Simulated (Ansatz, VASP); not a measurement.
## One calculation of BeS, two programs

INCAR

```
ALGO = Normal
EDIFF = 1E-6
ENCUT = 520
ISIF = 2
ISMEAR = 0
LASPH = T
LCHARG = F
LREAL = F
LWAVE = F
NBANDS = 16
NELM = 80
PREC = Accurate
SIGMA = 0.01
```

Contents of KPOINTS:

```
k-points
0
Gamma
  12 12 4
```

File POSCAR:

```
BeS
1.0
    3.4621569796      0.0000000000      0.0000000000
   -1.7310784898      2.9983158962      0.0000000000
    0.0000000000      0.0000000000      6.9924342115
Be S
2 2
Direct
    0.3333333333      0.6666666667      0.2500000000
    0.6666666667      0.3333333333      0.7500000000
    0.6666666667      0.3333333333      0.2500000000
    0.3333333333      0.6666666667      0.7500000000
```

Input for Ansatz:

```yaml
crystal:
  lattice:
    - [3.4621569796, 0.0, 0.0]
    - [-1.7310784898, 2.9983158962, 0.0]
    - [0.0, 0.0, 6.9924342115]
  atoms:
    - { symbol: Be, position: [0.3333333333, 0.6666666667, 0.25] }
    - { symbol: Be, position: [0.6666666667, 0.3333333333, 0.75] }
    - { symbol: S, position: [0.6666666667, 0.3333333333, 0.25] }
    - { symbol: S, position: [0.3333333333, 0.6666666667, 0.75] }
kpoints:
  mp_grid: { grid: [12, 12, 4] }
hamiltonian:
  xc: lda
scf:
  occupations: { method: fixed }
output:
  optics: { e_range: [0, 18], de: 0.05, sigma: 0.1, bands: auto }
```

Alike in both runs: task single point; functional LDA; k mesh 12 × 12 × 4; no spin polarisation.

|  | VASP | Ansatz |
| --- | --- | --- |
| version | VASP 6.6.1 | Ansatz 0.2.0 |
| potentials or method | VASP PAW LDA potentials, release 64 (Be, S) | plane waves, PAW |
| plane-wave cutoff (eV) | 520 | 420 |
| occupations | gaussian, width 0.01 eV | fixed |
| valence electrons in the cell | 16 | 16 |

|  | VASP | Ansatz | Ansatz less VASP |
| --- | --- | --- | --- |
| gap on the k mesh at the Fermi level (eV) | 3.70 | 3.68 | -0.014 |

A k mesh can miss the band edges.
